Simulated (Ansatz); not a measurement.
**MgO: rattled cells**

Aim: for MgO, compute energies and forces of randomly disturbed cells.

The COD cell was measured well above room temperature, so it is larger than a cold one.

Method: DFT PBEsol, scalar-relativistic, plane waves, PAW, in Ansatz 0.2.0.

2 further runs of the same task are left out: 2 set aside as unsound or not needed. Runs told in other sessions of the task aren't counted.

## Step 1: The structure to begin with

Symmetry: Fm-3m, No. 225, cubic system. Conventional cell: a = 4.214 Å, b = 4.214 Å, c = 4.214 Å, α = 90.00°, β = 90.00°, γ = 90.00°. Mg (site symmetry m-3m) is surrounded by 6 O at 2.11 Å. O (site symmetry m-3m) is surrounded by 6 Mg at 2.11 Å.

Structure file:

```
CELL_PARAMETERS angstrom
4.21421 0.00000 0.00000
0.00000 -4.21421 0.00000
0.00000 0.00000 -4.21421
ATOMIC_POSITIONS crystal
Mg 0.00000 0.00000 0.00000
Mg 0.50000 0.50000 0.00000
Mg 0.50000 0.00000 0.50000
Mg 0.00000 0.50000 0.50000
O 0.50000 0.00000 0.00000
O 0.00000 0.50000 0.00000
O 0.00000 0.00000 0.50000
O 0.50000 0.50000 0.50000
```

It is built from the cell relaxed beforehand with the same method (9.36 Å³/atom).

## Step 2: Zero of energy

The cell is repeated 4 times, 8 atoms in all. The reference gives a free energy of -9903.4859 eV, pressure -0.01 GPa, largest force 0.000 eV/Å and gap on the mesh 4.62 eV. It was computed beforehand with the settings of the runs below.

## Step 3: Next: rattled cells

All atoms are moved at random with no net shift, in some cells together with a random strain.

## Step 4: At rms move = 0.188 Å

input.yaml reads:

```yaml
crystal:
  lattice:
    - [3.6992727397, -0.0039434441, -0.1936634499]
    - [0.0039434441, -4.6954506252, 0.009681406]
    - [0.1936634499, 0.009681406, -3.9367158417]
  atoms:
    - { symbol: Mg, position: [0.0187180452, -0.0078063555, -0.0387598497] }
    - { symbol: Mg, position: [0.4678120853, 0.4997555469, 0.0171321901] }
    - { symbol: Mg, position: [0.5312214951, -0.0318674664, 0.5253579965] }
    - { symbol: Mg, position: [-0.0122147687, 0.5108512036, 0.4968540367] }
    - { symbol: O, position: [0.4752335093, 0.03299954, -0.0207091398] }
    - { symbol: O, position: [0.0078603582, 0.5134487902, -0.0134875548] }
    - { symbol: O, position: [0.0341789253, -0.0341236977, 0.558676563] }
    - { symbol: O, position: [0.4771903503, 0.516742439, 0.4749357581] }
basis:
  ecutwfc: 420
kpoints:
  mp_grid: { grid: [6, 6, 6] }
hamiltonian:
  xc: pbesol
scf:
  occupations: { method: gaussian, width: 0.05 }
output:
  forces: true
  stress: true
  eigenvalues: true
```

Started as:

```
ansatz run input.yaml --threads 1 --pin off --max-ram 2560MiB --backend cpu --events-out ev --progress --plain --runs-dir out
```

## Step 5: At rms move = 0.378 Å

input.yaml reads:

```yaml
crystal:
  lattice:
    - [4.1597157032, 0.0365042971, 0.1500625918]
    - [-0.0365042971, -4.1482279963, -0.1572438856]
    - [-0.1500625918, -0.1572438856, -4.2071702911]
  atoms:
    - { symbol: Mg, position: [0.0459614484, -0.0011116542, 0.0053912857] }
    - { symbol: Mg, position: [0.5515196622, 0.4527692978, 0.0163324949] }
    - { symbol: Mg, position: [0.4857781593, -0.1102120348, 0.4375084708] }
    - { symbol: Mg, position: [-0.1295716696, 0.5018503243, 0.4716246363] }
    - { symbol: O, position: [0.4943021194, 0.0441478522, -0.0032111505] }
    - { symbol: O, position: [-0.0153045763, 0.5187099889, 0.0350136611] }
    - { symbol: O, position: [0.0883092854, 0.0984187425, 0.4997727536] }
    - { symbol: O, position: [0.4790055711, 0.4954274834, 0.5375678481] }
basis:
  ecutwfc: 420
kpoints:
  mp_grid: { grid: [6, 6, 6] }
hamiltonian:
  xc: pbesol
scf:
  occupations: { method: gaussian, width: 0.05 }
output:
  forces: true
  stress: true
  eigenvalues: true
```

## Step 6: rms move = 0.172 Å

input.yaml reads:

```yaml
crystal:
  lattice:
    - [4.1794150389, 0.0197224456, 0.0215508737]
    - [-0.0197224456, -4.2490737713, -0.014051995]
    - [-0.0215508737, -0.014051995, -4.2321377824]
  atoms:
    - { symbol: Mg, position: [-0.0208673179, 0.0242131715, 0.039680166] }
    - { symbol: Mg, position: [0.5197307122, 0.4885954478, -0.035532903] }
    - { symbol: Mg, position: [0.4799206198, 0.0286597824, 0.4902463922] }
    - { symbol: Mg, position: [-0.0035768968, 0.4874603743, 0.5309706545] }
    - { symbol: O, position: [0.5001304066, -0.0189421329, -0.0093589962] }
    - { symbol: O, position: [0.0062924484, 0.4630170004, -0.0350440745] }
    - { symbol: O, position: [0.0265802054, -0.0166391268, 0.4961483741] }
    - { symbol: O, position: [0.4917898223, 0.5436354833, 0.5228903869] }
basis:
  ecutwfc: 420
kpoints:
  mp_grid: { grid: [6, 6, 6] }
hamiltonian:
  xc: pbesol
scf:
  occupations: { method: gaussian, width: 0.05 }
output:
  forces: true
  stress: true
  eigenvalues: true
```

## Step 7: At rms move = 0.148 Å

input.yaml reads:

```yaml
crystal:
  lattice:
    - [4.4919564238, 0.2953702457, -0.2716417762]
    - [-0.2953702457, -3.9786317736, -0.0360283252]
    - [0.2716417762, -0.0360283252, -4.2772567334]
  atoms:
    - { symbol: Mg, position: [-0.0110605987, 0.0141095259, -0.0120440899] }
    - { symbol: Mg, position: [0.5427938743, 0.4868326063, 0.0012109857] }
    - { symbol: Mg, position: [0.4948652149, 0.0223463704, 0.521605125] }
    - { symbol: Mg, position: [0.0108389341, 0.5048497805, 0.4851037137] }
    - { symbol: O, position: [0.4611025784, 0.007087155, -0.0158219134] }
    - { symbol: O, position: [-0.0153699313, 0.4722946918, -0.0007102358] }
    - { symbol: O, position: [0.0382845901, -0.0112383103, 0.4885283187] }
    - { symbol: O, position: [0.4785453381, 0.5037181805, 0.532128096] }
basis:
  ecutwfc: 420
kpoints:
  mp_grid: { grid: [6, 6, 6] }
hamiltonian:
  xc: pbesol
scf:
  occupations: { method: gaussian, width: 0.05 }
output:
  forces: true
  stress: true
  eigenvalues: true
```

## Step 8: Point rms move = 0.446 Å

input.yaml reads:

```yaml
crystal:
  lattice:
    - [4.2628994128, 0.0051043486, 0.0582820065]
    - [-0.0051043486, -4.3149120281, -0.0889865752]
    - [-0.0582820065, -0.0889865752, -4.2388574975]
  atoms:
    - { symbol: Mg, position: [-0.0753517165, -0.0213970188, -0.0512300785] }
    - { symbol: Mg, position: [0.5610834383, 0.5351257901, 0.0377882668] }
    - { symbol: Mg, position: [0.5060838973, 0.0979960209, 0.4878662158] }
    - { symbol: Mg, position: [0.0200467541, 0.5319413023, 0.5138348655] }
    - { symbol: O, position: [0.4323089742, -1.54739e-05, 0.0076480234] }
    - { symbol: O, position: [0.0363489318, 0.4704075491, 0.0247368024] }
    - { symbol: O, position: [-0.1076815944, -0.1048751694, 0.3989139817] }
    - { symbol: O, position: [0.6271613152, 0.4908169997, 0.5804419229] }
basis:
  ecutwfc: 420
kpoints:
  mp_grid: { grid: [6, 6, 6] }
hamiltonian:
  xc: pbesol
scf:
  occupations: { method: gaussian, width: 0.05 }
output:
  forces: true
  stress: true
  eigenvalues: true
  write_density: true
  write_potential: true
  elf: true
  volumetric_format: npy
```

(Steps that only read results are left out.)

What does the calculation give?

The runs gave:

| quantity | value |
| --- | --- |
| costliest cell | 950.3 meV/atom at an rms move of 0.378 Å |

The cost runs from 189.9 to 950.3 meV/atom. Energy over the square of the rms move lies between 3.9 and 20.2 eV/Å² per atom; a harmonic solid under isotropic random moves would keep it roughly constant, while strain and close contacts change it. The gap on the mesh stays between 2.05 and 4.62 eV.
